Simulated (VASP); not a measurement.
# A VASP 6.6.1 single-point calculation on MgSe

INCAR

```
LCHARG = .FALSE.
ISMEAR = -1
ENCUT = 520
ISIF = 2
LREAL = .FALSE.
METAGGA = RTPSS
SIGMA = 0.02
NELM = 52
PREC = Accurate
EDIFF = 1E-7
IBRION = -1
NSW = 0
NBANDS = 16
LASPH = .TRUE.
LWAVE = .FALSE.
```

KPOINTS

```
KPOINTS created by Atomic Simulation Environment
0
Gamma
8 8 8
0 0 0
```

POSCAR

```
Mg Se
 1.0000000000000000
     0.0000000000000000    2.7362693763000001    2.7089066824999999
     2.7362693763000001    0.0000000000000000    2.7089066824999999
     2.7362693763000001    2.7362693763000001    0.0000000000000000
 Mg  Se
   1   1
Cartesian
  0.0000000000000000  0.0000000000000000  0.0000000000000000
  2.7362693763000001  2.7362693763000001  2.7089066824999999
```

The recommended PBE PAW datasets give the neutral cell 8 valence electrons.

Command

```
mpirun -np 1 vasp_std
```

Predict the outcome of this run.

It converged. Results: gap between bands v and c on the k mesh 2.04 eV; least direct gap on the k mesh 2.94 eV; pressure 0.9 GPa. Band v is the last that the valence electrons fill when counted band by band, and c is the next.

OSZICAR

```
N       E                     dE             d eps       ncg     rms          rms(c)
DAV:   1     0.379090433493E+02    0.37909E+02   -0.34157E+03  1912   0.445E+02
DAV:   2     0.116001850814E+01   -0.36749E+02   -0.34015E+02  2768   0.115E+02
DAV:   3    -0.154185824136E+01   -0.27019E+01   -0.26924E+01  2704   0.287E+01
DAV:   4    -0.157643837716E+01   -0.34580E-01   -0.34576E-01  2544   0.417E+00
DAV:   5    -0.157696134127E+01   -0.52296E-03   -0.52296E-03  2768   0.484E-01    0.327E+00
DAV:   6    -0.181755795996E+01   -0.24060E+00   -0.48360E+00  1888   0.171E+01    0.207E+00
DAV:   7    -0.181310269113E+01    0.44553E-02   -0.71480E-01  2552   0.296E+00    0.856E-01
DAV:   8    -0.177823055061E+01    0.34872E-01   -0.59001E-02  2064   0.101E+00    0.681E-01
DAV:   9    -0.177533966945E+01    0.28909E-02   -0.99005E-03  2424   0.336E-01    0.222E-01
DAV:  10    -0.177418157900E+01    0.11581E-02   -0.12150E-02  2392   0.333E-01    0.296E-01
DAV:  11    -0.177415413770E+01    0.27441E-04   -0.97239E-04  2200   0.125E-01    0.752E-02
DAV:  12    -0.177416556819E+01   -0.11430E-04   -0.21399E-05  2536   0.206E-02    0.107E-02
DAV:  13    -0.177416496838E+01    0.59981E-06   -0.29644E-06  2416   0.555E-03    0.792E-03
DAV:  14    -0.177416509766E+01   -0.12928E-06   -0.30413E-07  2456   0.224E-03    0.772E-04
DAV:  15    -0.177416514350E+01   -0.45844E-07   -0.33696E-09  1464   0.303E-04
   1 F= -.17741651E+01 E0= -.17741651E+01  d E =-.275711E-10
```

For comparison, a separate PBE run of the intended cell, on usual settings and not on those above, gives a gap of 1.75 eV on its mesh and a pressure of 1.8 GPa.
